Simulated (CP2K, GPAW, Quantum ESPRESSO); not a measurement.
**BaTiO3: energy against volume and a worked fit**

```cif
data_structure
_symmetry_space_group_name_H-M 'Pm-3m'
_symmetry_Int_Tables_number 221
_cell_length_a 4.0060
_cell_length_b 4.0060
_cell_length_c 4.0060
_cell_angle_alpha 90.000
_cell_angle_beta 90.000
_cell_angle_gamma 90.000
_cell_volume 64.29
loop_
_atom_site_label
_atom_site_type_symbol
_atom_site_symmetry_multiplicity
_atom_site_Wyckoff_symbol
_atom_site_fract_x
_atom_site_fract_y
_atom_site_fract_z
_atom_site_occupancy
Ba1 Ba 1 b 0.50000 0.50000 0.50000 1
Ti1 Ti 1 a 0.00000 0.00000 0.00000 1
O1 O 3 d 0.00000 0.00000 0.50000 1
```

The cell was scaled at fixed shape and fractions and run with CP2K, GTH_POTENTIALS Ba GTH-PADE-q10, Ti GTH-PADE-q12, O GTH-PADE-q6; TZVP-MOLOPT-PBE-GTH basis; LDA, k mesh 7 × 7 × 7 on the cell of 5 atoms, fermi-dirac occupations of 0.05 eV, no spin polarisation, no spin-orbit coupling. Energies are those that the program minimises, any entropy of the smearing included.

| V (Å³/atom) | energy over the lowest row (meV/atom) |
| --- | --- |
| 12.0862 | 1.47 |
| 12.3434 | 0.00 |
| 12.6005 | 4.82 |
| 12.8577 | 15.28 |
| 13.1148 | ? |
| 13.3720 | 50.70 |
| 13.6291 | 74.72 |

Task: Fit the third-order Birch-Murnaghan form, give V0, B0 and B′, and predict the energy left open.

Result: With y = (V0/V)^(2/3), E = E0 + (9 V0 B0/16) [(y - 1)³ B′ + (y - 1)² (6 - 4y)]. Least squares through the rows shown give V0 = 12.2709 Å³/atom, E0 = -0.25 meV, B0 = 192.4 GPa (1 eV/Å³ = 160.218 GPa) and B′ = 4.31, with a largest miss of 0.03 meV. At V = 13.1148 the form with these constants gives 30.72 meV; the run gave 30.77 meV an atom. Other set-ups at this level, from all their volumes (Å³/atom, GPa): GPAW, the program's PAW data sets (release 1.2.1) made for this functional: V0 12.305, B0 194.4; Quantum ESPRESSO, GBRV 1.5 LDA: V0 12.290, B0 195.9. Measured volume: 12.89 Å³/atom (pmc:7004307, doi:10.1371/journal.pone.0228644), so the fit lies -4.8 % from it. The runs are for a static lattice.
